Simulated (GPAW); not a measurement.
## TiO2 in GPAW: convergence with empty bands an atom in the response

Crystal: TiO2.

```
Ti O
1.0
     6.15358   -1.88347    0.00000
     6.15358    1.88347    0.00000
    -1.92833    0.00000    6.32897
Ti O
4 8
Direct
  0.90007 0.90007 0.28960
  0.19529 0.19529 0.28376
  0.09993 0.09993 0.71040
  0.80471 0.80471 0.71624
  0.36193 0.36193 0.29340
  0.26349 0.26349 0.65250
  0.86719 0.86719 0.99529
  0.73651 0.73651 0.34750
  0.94165 0.94165 0.63002
  0.13281 0.13281 0.00471
  0.63807 0.63807 0.70660
  0.05835 0.05835 0.36998
```

The cell comes from a database or a generator and needn't be the stable form of this composition.

```yaml
Program: GPAW 26.7.0
Task: dielectric tensor
Functional: PBE
Potentials_or_basis: GPAW PAW data sets (gpaw-data 1.2.1)
Cutoff: 600 eV
Basis: pw
k_mesh: 3 × 3 × 2
Occupations: fermi-dirac, width 0.001 eV
Spin: no spin polarisation
Maxiter: 150
Response_k_mesh: 2 × 2 × 2
Response_ecut: 80 eV
Response_bands: 72
Kernels: "[\"RPA\"]"
Coarser_k_mesh: 2 × 2 × 2
```

These are the settings of the first run; the series varies empty bands an atom in the response, with any setting tied to it.

Hardware: 1 thread of Arm Neoverse V2, on a shared host.

Question: The values tried are 2, 3, 5, 8, 12, 18, 26, loosest first. From which on does the dielectric constant stay within 0.05 of the tightest run that finished?

Answer: From 5 on.

```csv
empty bands an atom in the response,dielectric constant,SCF cycles,CPU time (s),peak memory (GiB)
2,4.716,16,230,0.75
3,4.959,16,260,0.78
5,5.117,16,340,0.83
8,5.151,16,530,0.9
12,timed out after 790 s,-,-,-
18,timed out after 1100 s,-,-,-
26,timed out after 790 s,-,-,-
```

The tightest run that finished is the yardstick and may itself not be fully converged.

Caveat, for the tightest run too: the k mesh is coarse (spacing up to 0.88 Å⁻¹), so the values aren't converged; the long-wavelength limit can be off by several per cent where d states take part; the program warned that so skewed a cell can give wrong results.
